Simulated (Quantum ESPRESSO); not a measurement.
# Pt (Fm-3m) in Quantum ESPRESSO: further runs

One crystal, Pt, is run at these levels: PBEsol; tasks: single point, equation of state.

Program: Quantum ESPRESSO 7.5. These are calculated values, not measurements. Logs are shortened: lines on timing, memory, paths and dates and some standing lists are left out, and cuts for length are marked.

## (1) Starting point

It takes space group Fm-3m (No. 225, cubic). The conventional cell has a = 3.922 Å, b = 3.922 Å, c = 3.922 Å, α = 90.00°, β = 90.00°, γ = 90.00°. Around Pt (site symmetry m-3m) lie 12 Pt at 2.77 Å.

## (2) Single point, PBEsol, 14.18 Å³/atom

pw.in

```
&CONTROL
  calculation = 'scf'
  prefix = 'pwscf'
  outdir = './tmp'
  pseudo_dir = './pseudo'
  tprnfor = .true.
  tstress = .true.
  disk_io = 'nowf'
/
&SYSTEM
  ibrav = 0
  nat = 1
  ntyp = 1
  ecutwfc = 84
  nbnd = 15
  occupations = 'smearing'
  smearing = 'fd'
  degauss = 0.00367493
/
&ELECTRONS
  conv_thr = 2d-10
  electron_maxstep = 120
  mixing_beta = 0.5
/
ATOMIC_SPECIES
Pt   195.0840 Pt.upf
CELL_PARAMETERS angstrom
   0.0000000000    1.9208704006    1.9208704006
   1.9208704006    0.0000000000    1.9208704006
   1.9208704006    1.9208704006    0.0000000000
ATOMIC_POSITIONS crystal
Pt     0.0000000000    0.0000000000    0.0000000000
K_POINTS automatic
12 12 12 0 0 0
```

Potentials or basis: PseudoDojo 0.4.1 SR PBEsol standard.

The run is started by

```console
> OMP_NUM_THREADS=1 pw.x -in pw.in > pw.out
```

pw.out:

```text
This program is part of the open-source Quantum ESPRESSO suite
     for quantum simulation of materials; please cite
         "P. Giannozzi et al., J. Phys.:Condens. Matter 21 395502 (2009);
         "P. Giannozzi et al., J. Phys.:Condens. Matter 29 465901 (2017);
         "P. Giannozzi et al., J. Chem. Phys. 152 154105 (2020);
     in publications or presentations arising from this work. More details at

     Message from routine setup:
     using ibrav=0 with symmetry is DISCOURAGED, use correct ibrav instead

     G-vector sticks info
     --------------------
     sticks:   dense  smooth     PW     G-vecs:    dense   smooth      PW
     Sum         595     595    199                 9841     9841    1807

     Using Slab Decomposition

     bravais-lattice index     =            0
     lattice parameter (alat)  =       5.1335  a.u.
     unit-cell volume          =      95.6579 (a.u.)^3
     number of atoms/cell      =            1
     number of atomic types    =            1
     number of electrons       =        18.00
     number of Kohn-Sham states=           15
     kinetic-energy cutoff     =      84.0000  Ry
     charge density cutoff     =     336.0000  Ry
     scf convergence threshold =      2.0E-10
     mixing beta               =       0.5000
     number of iterations used =            8  plain     mixing
     Exchange-correlation= PBESOL
                           (   1   4  10   8   0   0   0)

     celldm(1)=   5.133481  celldm(2)=   0.000000  celldm(3)=   0.000000
     celldm(4)=   0.000000  celldm(5)=   0.000000  celldm(6)=   0.000000

     crystal axes: (cart. coord. in units of alat)
               a(1) = (   0.000000   0.707107   0.707107 )
               a(2) = (   0.707107   0.000000   0.707107 )
               a(3) = (   0.707107   0.707107   0.000000 )

     reciprocal axes: (cart. coord. in units 2 pi/alat)
               b(1) = ( -0.707107  0.707107  0.707107 )
               b(2) = (  0.707107 -0.707107  0.707107 )
               b(3) = (  0.707107  0.707107 -0.707107 )

     PseudoPot. # 1 for Pt read from file:
     Pt.upf
     Pseudo is Norm-conserving + core correction, Zval = 18.0
     Generated using ONCVPSP code by D. R. Hamann
     Using radial grid of 1358 points,  8 beta functions with:
                l(1) =   0
                l(2) =   0
                l(3) =   1
                l(4) =   1
                l(5) =   2
                l(6) =   2
                l(7) =   3
                l(8) =   3

     atomic species   valence    mass     pseudopotential
     Pt               18.00   195.08400     Pt( 1.00)

     48 Sym. Ops., with inversion, found

   Cartesian axes

     site n.     atom                  positions (alat units)
         1        Pt     tau(   1) = (   0.0000000   0.0000000   0.0000000  )

     number of k points=    72  Fermi-Dirac smearing, width (Ry)=  0.0037
                       cart. coord. in units 2pi/alat
        k(    1) = (   0.0000000   0.0000000   0.0000000), wk =   0.0011574
        k(    2) = (   0.0589256   0.0589256  -0.0589256), wk =   0.0092593
        k(    3) = (   0.1178511   0.1178511  -0.1178511), wk =   0.0092593
        k(    4) = (   0.1767767   0.1767767  -0.1767767), wk =   0.0092593
        k(    5) = (   0.2357023   0.2357023  -0.2357023), wk =   0.0092593
        k(    6) = (   0.2946278   0.2946278  -0.2946278), wk =   0.0092593
[... 64 lines left out ...]
        k(   71) = (  -0.7071068   0.2357023   0.0000000), wk =   0.0138889
        k(   72) = (  -0.7071068   0.3535534   0.0000000), wk =   0.0069444

     Dense  grid:     9841 G-vectors     FFT dimensions: (  30,  30,  30)

     Initial potential from superposition of free atoms

     starting charge      17.9999, renormalised to      18.0000
     Starting wfcs are   10 randomized atomic wfcs +    5 random wfcs

     Self-consistent Calculation

     iteration #  1     ecut=    84.00 Ry     beta= 0.50
     Davidson diagonalization with overlap
     ethr =  1.00E-02,  avg # of iterations =  4.4

     Threshold (ethr) on eigenvalues was too large:
     Diagonalizing with lowered threshold

     Davidson diagonalization with overlap
     ethr =  4.42E-04,  avg # of iterations =  1.5

     total energy              =    -261.09376315 Ry
     estimated scf accuracy    <       0.07877712 Ry

     iteration #  2     ecut=    84.00 Ry     beta= 0.50
     Davidson diagonalization with overlap
     ethr =  4.38E-04,  avg # of iterations =  2.0
[... 36 lines left out ...]
     total energy              =    -261.11035062 Ry
     estimated scf accuracy    <          3.2E-09 Ry

     iteration #  8     ecut=    84.00 Ry     beta= 0.50
     Davidson diagonalization with overlap
     ethr =  1.78E-11,  avg # of iterations =  2.0

     End of self-consistent calculation

          k = 0.0000 0.0000 0.0000 (  1243 PWs)   bands (ev):

   -73.5126 -27.3442 -27.3442 -27.3442  14.3827  21.1961  21.1961  21.1961
    23.6119  23.6119  39.7764  45.0593  45.0593  45.0593  50.6106

          k = 0.0589 0.0589-0.0589 (  1243 PWs)   bands (ev):

   -73.5096 -27.3852 -27.3500 -27.3500  14.6793  21.0594  21.3147  21.3147
    23.5443  23.5443  40.2494  43.7303  45.5284  45.5284  52.0997

          k = 0.1179 0.1179-0.1179 (  1260 PWs)   bands (ev):
[... 111 lines left out ...]
   -73.4678 -27.8341 -27.5378 -27.4303  18.2999  20.6880  21.4180  21.9419
    24.2113  27.2694  34.4980  40.6534  42.4609  46.6659  49.9288

          k =-0.0589-0.2946 0.2946 (  1247 PWs)   bands (ev):

   -73.4763 -27.7422 -27.5131 -27.4041  18.0390  20.3676  21.1512  22.1747
    23.2317  26.0604  37.5217  41.3892  43.4189  47.1528  49.4554

          k = 0.0000-0.2357 0.2357 (  1247 PWs)   bands (ev):

   -73.4865 -27.6402 -27.4645 -27.3808  17.0885  20.2365  21.5216  22.3012
    22.6368  24.9123  39.7529  42.3563  45.2929  45.4681  50.4319

          k = 0.3536 0.0000 0.0000 (  1243 PWs)   bands (ev):

   -73.4828 -27.6345 -27.4566 -27.4566  17.2845  19.4304  22.0480  23.0207
    23.0207  24.4681  43.0461  43.0461  43.0898  44.5770  47.5498

          k = 0.4125 0.0589-0.0589 (  1256 PWs)   bands (ev):

   -73.4743 -27.7193 -27.4886 -27.4827  17.9030  19.1504  21.8311  23.3327
    24.1556  24.8952  40.0830  41.8788  42.7000  45.6891  47.2431

          k = 0.4714 0.1179-0.1179 (  1249 PWs)   bands (ev):
[... 11 lines left out ...]
   -73.4586 -27.8392 -27.6318 -27.4853  18.7339  20.0117  21.4653  22.7401
    25.1548  30.3001  31.5938  38.7486  42.7299  43.8204  53.2113

          k =-0.0589-0.4125 0.4125 (  1238 PWs)   bands (ev):

   -73.4613 -27.8061 -27.6451 -27.4601  19.0496  20.2438  20.9863  22.6248
    24.3000  28.6950  34.4136  38.0443  43.3245  44.9477  50.4815

          k = 0.0000-0.3536 0.3536 (  1243 PWs)   bands (ev):

   -73.4678 -27.7733 -27.5992 -27.4304  18.9988  20.2552  20.6702  22.5474
    23.4683  27.4272  36.5216  39.0266  43.1645  47.5051  48.1612

          k = 0.4714 0.0000-0.0000 (  1258 PWs)   bands (ev):

   -73.4679 -27.7733 -27.5123 -27.5123  17.9237  18.7141  22.9974  24.2540
    24.2540  24.9394  40.2293  40.2293  41.2410  45.0032  47.0826

          k = 0.5303 0.0589-0.0589 (  1246 PWs)   bands (ev):
[... 21 lines left out ...]
   -73.4569 -27.8724 -27.5529 -27.5529  17.7238  18.2369  25.3068  25.3863
    25.4365  25.4365  37.1210  37.8774  37.8774  45.7298  49.0009

          k =-0.0589-0.6482 0.6482 (  1245 PWs)   bands (ev):

   -73.4539 -27.8889 -27.5809 -27.5586  17.7551  18.2467  24.5518  25.1109
    25.8298  27.9440  34.8316  37.1949  37.6162  46.6113  49.4975

          k = 0.0000-0.5893 0.5893 (  1244 PWs)   bands (ev):

   -73.4532 -27.8639 -27.6326 -27.5465  18.0464  18.6491  23.3733  24.6345
    25.6285  30.3344  32.8947  36.5292  38.6610  46.9600  50.5229

          k =-0.7071 0.0000 0.0000 (  1234 PWs)   bands (ev):

   -73.4529 -27.9082 -27.5678 -27.5678  17.5713  18.0707  25.4466  25.9752
    25.9752  26.9911  34.9386  36.9254  36.9254  46.2165  49.7198

          k = 0.2357 0.1179 0.0000 (  1260 PWs)   bands (ev):

   -73.4947 -27.5456 -27.4177 -27.3812  16.2033  20.2875  21.7610  22.0414
    22.8266  24.1356  41.4781  42.3581  44.9892  46.7702  50.0137

          k = 0.2946 0.1768-0.0589 (  1253 PWs)   bands (ev):

   -73.4845 -27.6627 -27.4572 -27.3996  17.2366  20.1286  21.4353  22.2371
    23.1958  24.8580  39.4223  42.5005  44.7551  45.9999  50.9056

          k = 0.3536 0.2357-0.1179 (  1248 PWs)   bands (ev):
[... 6 lines left out ...]
   -73.4668 -27.8707 -27.5033 -27.4444  18.0432  20.6733  21.7040  21.9563
    25.0331  27.1789  33.2661  40.7479  42.7567  45.4326  51.8487

          k =-0.2357-0.3536 0.4714 (  1238 PWs)   bands (ev):

   -73.4640 -27.9028 -27.5085 -27.4529  18.0315  20.5572  21.7221  22.4590
    25.3295  28.2642  31.4421  40.4813  42.7593  44.3686  53.3045

          k = 0.3536 0.1179 0.0000 (  1254 PWs)   bands (ev):

   -73.4808 -27.6685 -27.4758 -27.4379  17.5681  19.5704  21.4786  23.0157
    23.2607  24.8714  40.5171  42.3848  43.8981  45.1679  49.5683

          k = 0.4125 0.1768-0.0589 (  1253 PWs)   bands (ev):

   -73.4716 -27.7576 -27.5209 -27.4595  18.3376  19.6006  21.0120  23.0011
    24.2458  25.9849  37.6699  41.2860  42.4194  46.2623  49.6945

          k =-0.2357-0.4714 0.5893 (  1245 PWs)   bands (ev):
[... 11 lines left out ...]
   -73.4613 -27.8440 -27.5973 -27.4696  18.8117  20.1205  21.3169  22.4591
    24.8628  28.9495  32.8451  39.6161  41.8994  45.1855  51.2775

          k =-0.0589-0.2946 0.4125 (  1244 PWs)   bands (ev):

   -73.4668 -27.7944 -27.5796 -27.4452  18.8602  20.3904  20.4563  22.6466
    24.0185  27.4327  35.7401  39.7116  42.4715  47.0275  49.0346

          k = 0.0000-0.2357 0.3536 (  1248 PWs)   bands (ev):

   -73.4753 -27.7291 -27.5281 -27.4188  18.2800  19.9185  20.9492  22.8582
    23.0848  26.0917  38.2120  40.9640  43.3425  46.4441  49.8490

          k = 0.4714 0.1179-0.0000 (  1252 PWs)   bands (ev):

   -73.4668 -27.7808 -27.5336 -27.5016  18.2427  18.9211  21.9011  24.2472
    24.2834  25.9056  38.4178  39.8532  41.4440  47.0461  47.2119

          k =-0.1768-0.5303 0.6482 (  1243 PWs)   bands (ev):
[... 26 lines left out ...]
   -73.4539 -27.8505 -27.6277 -27.5535  18.2573  18.7850  22.7225  24.3905
    25.7387  30.0612  33.5270  36.7778  38.4479  47.7104  50.2563

          k =-0.0000-0.4714 0.5893 (  1242 PWs)   bands (ev):

   -73.4539 -27.8037 -27.6954 -27.5349  18.6331  19.3947  21.8554  23.7485
    25.4510  31.6128  32.5864  35.8846  39.6586  46.9719  52.1933

          k =-0.7071 0.1179-0.0000 (  1242 PWs)   bands (ev):

   -73.4529 -27.8858 -27.5910 -27.5690  17.8646  18.3298  24.0651  24.9768
    25.9763  29.0897  34.0868  36.6535  37.4979  47.4579  49.5081

          k =-0.2357-0.4714 0.7071 (  1238 PWs)   bands (ev):

   -73.4641 -27.7906 -27.5913 -27.4822  19.0853  19.5133  20.5820  23.6423
    24.2480  27.5399  36.4485  38.6727  41.5976  47.9664  48.2851

          k =-0.1768-0.4125 0.6482 (  1234 PWs)   bands (ev):
[... 11 lines left out ...]
   -73.4559 -27.8187 -27.6373 -27.5443  18.8033  19.2083  21.4153  24.0012
    25.4265  29.6194  34.7627  36.5883  39.1541  49.0225  49.0760

          k =-0.0589-0.4125 0.6482 (  1232 PWs)   bands (ev):

   -73.4539 -27.7859 -27.6954 -27.5536  19.0371  19.6877  21.0131  23.4032
    25.7014  31.7326  33.1006  35.9242  38.6513  48.5598  50.7968

          k = 0.0000-0.3536 0.5893 (  1235 PWs)   bands (ev):

   -73.4549 -27.7610 -27.7209 -27.5369  19.3312  20.0931  20.3666  23.2537
    25.4223  30.8171  34.8283  35.0114  39.4998  48.1805  50.2181

          k =-0.7071 0.2357 0.0000 (  1246 PWs)   bands (ev):

   -73.4529 -27.8243 -27.6541 -27.5714  18.5992  19.0973  22.0239  23.8619
    25.9784  31.6386  33.1956  35.7037  37.8935  49.4531  50.5962

          k =-0.7071 0.3536 0.0000 (  1232 PWs)   bands (ev):

   -73.4529 -27.7396 -27.7396 -27.5726  19.1073  20.3441  20.3441  23.1552
    25.9795  32.9096  33.9611  33.9611  37.9652  50.3027  50.3027

     the Fermi energy is    25.4292 ev

!    total energy              =    -261.11035062 Ry
     estimated scf accuracy    <          1.2E-11 Ry
     smearing contrib. (-TS)   =      -0.00108851 Ry
     internal energy E=F+TS    =    -261.10926211 Ry

     The total energy is F=E-TS. E is the sum of the following terms:
     one-electron contribution =     -45.16256347 Ry
     hartree contribution      =      36.04762855 Ry
     xc contribution           =     -47.37608075 Ry
     ewald contribution        =    -204.61824644 Ry

     convergence has been achieved in   8 iterations

     Forces acting on atoms (cartesian axes, Ry/au):

     atom    1 type  1   force =     0.00000000    0.00000000    0.00000000

     Total force =     0.000000     Total SCF correction =     0.000000

     Computing stress (Cartesian axis) and pressure

          total   stress  (Ry/bohr**3)                   (kbar)     P=      193.66
   0.00131648  -0.00000000  -0.00000000          193.66       -0.00       -0.00
  -0.00000000   0.00131648  -0.00000000           -0.00      193.66       -0.00
  -0.00000000  -0.00000000   0.00131648           -0.00       -0.00      193.66

=------------------------------------------------------------------------------=
   JOB DONE.
=------------------------------------------------------------------------------=
```

Wall time 18 s (1 thread of Arm Neoverse V1, shared host); peak memory 0.06 GiB.

What came out:

```yaml
Free_energy: -3552.5873 eV
Pressure: 19.4 GPa
Band_gap_on_the_k_mesh: none (metal or under the smearing width)
```

## (3) Single point, PBEsol, 14.48 Å³/atom

pw.in, as its differences from that of step 2:

```diff
@@ -27,5 +27,5 @@
 CELL_PARAMETERS angstrom
-   0.0000000000    1.9208704006    1.9208704006
-   1.9208704006    0.0000000000    1.9208704006
-   1.9208704006    1.9208704006    0.0000000000
+   0.0000000000    1.9343981026    1.9343981026
+   1.9343981026    0.0000000000    1.9343981026
+   1.9343981026    1.9343981026    0.0000000000
 ATOMIC_POSITIONS crystal
```

Potentials or basis: PseudoDojo 0.4.1 SR PBEsol standard.

The run is started by

```console
> OMP_NUM_THREADS=1 pw.x -in pw.in > pw.out
```

Wall time 15 s (1 thread of Arm Neoverse V1, shared host); peak memory 0.06 GiB.

The run converged. Its results:

```
Free energy            : -3552.6164 eV
Pressure               : 11.7 GPa
Band gap on the k mesh : none (metal or under the smearing width)
```

## (4) Single point, PBEsol, 14.78 Å³/atom

pw.in, as its differences from that of step 3:

```diff
@@ -27,5 +27,5 @@
 CELL_PARAMETERS angstrom
-   0.0000000000    1.9343981026    1.9343981026
-   1.9343981026    0.0000000000    1.9343981026
-   1.9343981026    1.9343981026    0.0000000000
+   0.0000000000    1.9477392008    1.9477392008
+   1.9477392008    0.0000000000    1.9477392008
+   1.9477392008    1.9477392008    0.0000000000
 ATOMIC_POSITIONS crystal
```

The run is started by

```console
> OMP_NUM_THREADS=1 pw.x -in pw.in > pw.out
```

It took 15 s on 1 thread of Arm Neoverse V1, shared host; peak memory 0.06 GiB.

Results (log left out):

```
Free energy            : -3552.6319 eV
Pressure               : 4.9 GPa
Band gap on the k mesh : none (metal or under the smearing width)
```

## (5) Single point, PBEsol, 15.08 Å³/atom

pw.in, as its differences from that of step 4:

```diff
@@ -27,5 +27,5 @@
 CELL_PARAMETERS angstrom
-   0.0000000000    1.9477392008    1.9477392008
-   1.9477392008    0.0000000000    1.9477392008
-   1.9477392008    1.9477392008    0.0000000000
+   0.0000000000    1.9609000000    1.9609000000
+   1.9609000000    0.0000000000    1.9609000000
+   1.9609000000    1.9609000000    0.0000000000
 ATOMIC_POSITIONS crystal
```

The run is started by

```console
> OMP_NUM_THREADS=1 pw.x -in pw.in > pw.out
```

Run time: 16 s. Hardware: 1 thread of Arm Neoverse V1, shared host; peak memory 0.06 GiB.

It converged, with:

| Property | Result |
| --- | --- |
| Free energy | -3552.6354 eV |
| Pressure | -1.1 GPa |
| Band gap on the k mesh | none (metal or under the smearing width) |

## (6) Single point, PBEsol, 15.38 Å³/atom

pw.in, as its differences from that of step 5:

```diff
@@ -27,5 +27,5 @@
 CELL_PARAMETERS angstrom
-   0.0000000000    1.9609000000    1.9609000000
-   1.9609000000    0.0000000000    1.9609000000
-   1.9609000000    1.9609000000    0.0000000000
+   0.0000000000    1.9738864712    1.9738864712
+   1.9738864712    0.0000000000    1.9738864712
+   1.9738864712    1.9738864712    0.0000000000
 ATOMIC_POSITIONS crystal
```

Potentials or basis: PseudoDojo 0.4.1 SR PBEsol standard.

The run is started by

```console
> OMP_NUM_THREADS=1 pw.x -in pw.in > pw.out
```

Run time: 16 s. Hardware: 1 thread of Arm Neoverse V1, shared host; peak memory 0.06 GiB.

Results (log left out):

```yaml
Free_energy: -3552.6282 eV
Pressure: -6.4 GPa
Band_gap_on_the_k_mesh: none (metal or under the smearing width)
```

## (7) Single point, PBEsol, 15.68 Å³/atom

pw.in, as its differences from that of step 6:

```diff
@@ -27,5 +27,5 @@
 CELL_PARAMETERS angstrom
-   0.0000000000    1.9738864712    1.9738864712
-   1.9738864712    0.0000000000    1.9738864712
-   1.9738864712    1.9738864712    0.0000000000
+   0.0000000000    1.9867042750    1.9867042750
+   1.9867042750    0.0000000000    1.9867042750
+   1.9867042750    1.9867042750    0.0000000000
 ATOMIC_POSITIONS crystal
```

The run is started by

```console
> OMP_NUM_THREADS=1 pw.x -in pw.in > pw.out
```

Wall time 16 s (1 thread of Arm Neoverse V1, shared host); peak memory 0.06 GiB.

Results (log left out):

```yaml
Free_energy: -3552.6118 eV
Pressure: -11.1 GPa
Band_gap_on_the_k_mesh: none (metal or under the smearing width)
```

## (8) Single point, PBEsol, 15.98 Å³/atom

pw.in, as its differences from that of step 7:

```diff
@@ -27,5 +27,5 @@
 CELL_PARAMETERS angstrom
-   0.0000000000    1.9867042750    1.9867042750
-   1.9867042750    0.0000000000    1.9867042750
-   1.9867042750    1.9867042750    0.0000000000
+   0.0000000000    1.9993587835    1.9993587835
+   1.9993587835    0.0000000000    1.9993587835
+   1.9993587835    1.9993587835    0.0000000000
 ATOMIC_POSITIONS crystal
```

The run is started by

```console
> OMP_NUM_THREADS=1 pw.x -in pw.in > pw.out
```

Wall time 16 s (1 thread of Arm Neoverse V1, shared host); peak memory 0.06 GiB.

Results (log left out):

```
Free energy            : -3552.5871 eV
Pressure               : -15.2 GPa
Band gap on the k mesh : none (metal or under the smearing width)
```

## (9) Equation of state, PBEsol

Potentials or basis: PseudoDojo 0.4.1 SR PBEsol standard.

This step only gathers the single runs of the series.

What came out:

| Item | Value |
| --- | --- |
| Equilibrium volume | 15.02 Å³/atom |
| Bulk modulus | 287 GPa |
| Pressure derivative of the bulk modulus | 5.3 |

Energy against volume, from the lowest point:
```csv
volume (Å³/atom),energy (meV/atom)
14.175,48.08
14.477,18.95
14.778,3.46
15.080,0.00
15.381,7.14
15.683,23.62
15.985,48.32
```
